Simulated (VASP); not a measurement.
# TiCo: an input that fails (relaxed cell and band gap)

TiCo, Pm-3m (no. 221), 2 atoms in the cell.

INCAR:
```
PREC = Accurate
ENCUT = 600
EDIFF = 1E-7
ISMEAR = 1
SIGMA = 0.1
LREAL = F
LASPH = T
GGA_COMPAT = F
ALGO = Normal
NELM = 80
ISIF = 3
LWAVE = F
LCHARG = F
ISPIN = 2
MAGMOM = 2 1
LORBIT = 11
LMAXMIX = 4
GGA = LIBXC
LIBXC1 = GGA_X_PBEE
LIBXC2 = GGA_C_PBE
IBRION = 2
EDIFFG = -0.005
NSW = 20
KPAR = 2
```

KPOINTS:
```
k-points
0
Gamma
  9 9 9
```

POSCAR:
```
TiCo
1.0
    2.9861109900      0.0000000000      0.0000000000
    0.0000000000      2.9861109900      0.0000000000
    0.0000000000      0.0000000000      2.9861109900
Co Ti
1 1
Direct
    0.5000000000      0.5000000000      0.5000000000
    0.0000000000      0.0000000000      0.0000000000
```

Commands:
```
cat potpaw_PBE.64/Co/POTCAR potpaw_PBE.64/Ti_sv/POTCAR > POTCAR
mpirun -np 2 vasp_std > vasp.out
```

VASP stops with:
```
One of the selected functionals for Libxc does not exist. Either you mistyped the name or your installed version of Libxc is not recent enough to include this functional. ---->  I REFUSE TO CONTINUE WITH THIS SICK JOB ... BYE!!! <----
```

Cause: misspelt functional name under LIBXC1.
